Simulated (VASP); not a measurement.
# CuO: band structure with PBE

The system is CuO.

```
CELL_PARAMETERS angstrom
2.83633 0.00000 0.00000
-1.41816 2.45633 0.00000
0.00000 0.00000 2.76811
ATOMIC_POSITIONS crystal
Cu 0.00000 0.00000 0.00000
O 0.66667 0.33333 0.50000
```

Measurements of this composition are mostly on another form, of space group No. 15.

```
Program                : VASP 6.6.1
Task                   : band structure
Functional             : PBE
Potentials or basis    : VASP PAW PBE potentials, release 54 (Cu, O)
Cutoff                 : 520 eV
k mesh                 : 11 × 11 × 10
Occupations            : fermi-dirac, width 0.05 eV
Spin                   : no spin polarisation
Further INCAR settings : ALGO = Normal; EDIFF = 1e-06
```

| Property | Result |
| --- | --- |
| Band gap along the path | none (metal or under the smearing width) |

Levels at the corners of the path, in eV from the Fermi level:
```csv
point,band 5,band 6,band 7,band 8,band 9,band 10,band 11,band 12
Γ,-2.59,-1.74,-1.74,-0.13,-0.13,1.11,15.18,16.69
M,-2.84,-1.85,-1.28,-1.21,0.28,5.99,8.83,15.36
M,-2.84,-1.85,-1.28,-1.21,0.28,5.99,8.83,15.36
K,-2.08,-1.91,-1.65,-1.64,0.55,8.86,9.56,10.33
K,-2.08,-1.91,-1.65,-1.64,0.55,8.86,9.56,10.33
Γ,-2.59,-1.74,-1.74,-0.13,-0.13,1.11,15.18,16.69
Γ,-2.59,-1.74,-1.74,-0.13,-0.13,1.11,15.18,16.69
A,-2.20,-2.20,-1.51,-0.18,-0.18,7.16,7.65,21.05
A,-2.20,-2.20,-1.51,-0.18,-0.18,7.16,7.65,21.05
L,-1.88,-1.41,-1.36,-1.17,0.55,5.13,11.47,11.48
L,-1.88,-1.41,-1.36,-1.17,0.55,5.13,11.47,11.48
H,-2.13,-1.62,-1.49,-0.48,0.50,6.19,7.48,12.67
H,-2.13,-1.62,-1.49,-0.48,0.50,6.19,7.48,12.67
A,-2.20,-2.20,-1.51,-0.18,-0.18,7.16,7.65,21.05
L,-1.88,-1.41,-1.36,-1.17,0.55,5.13,11.47,11.48
M,-2.84,-1.85,-1.28,-1.21,0.28,5.99,8.83,15.36
K,-2.08,-1.91,-1.65,-1.64,0.55,8.86,9.56,10.33
H,-2.13,-1.62,-1.49,-0.48,0.50,6.19,7.48,12.67
```

It took 16 s on 1 thread of Intel(R) Xeon(R) 6975P-C (Granite Rapids), with other jobs on the host, peak memory 0.16 GiB.

Caveat: the log is that of the step along the path at fixed density, whose energy, stress, charges and moments have no meaning; an odd number of electrons without spin polarisation forces a metal; a magnetic or distorted state may lie lower; the run has no spin polarisation, though such a crystal can be magnetic; semilocal functionals often make such compounds metallic where correlation or magnetic order opens a gap, which also shifts bond lengths.
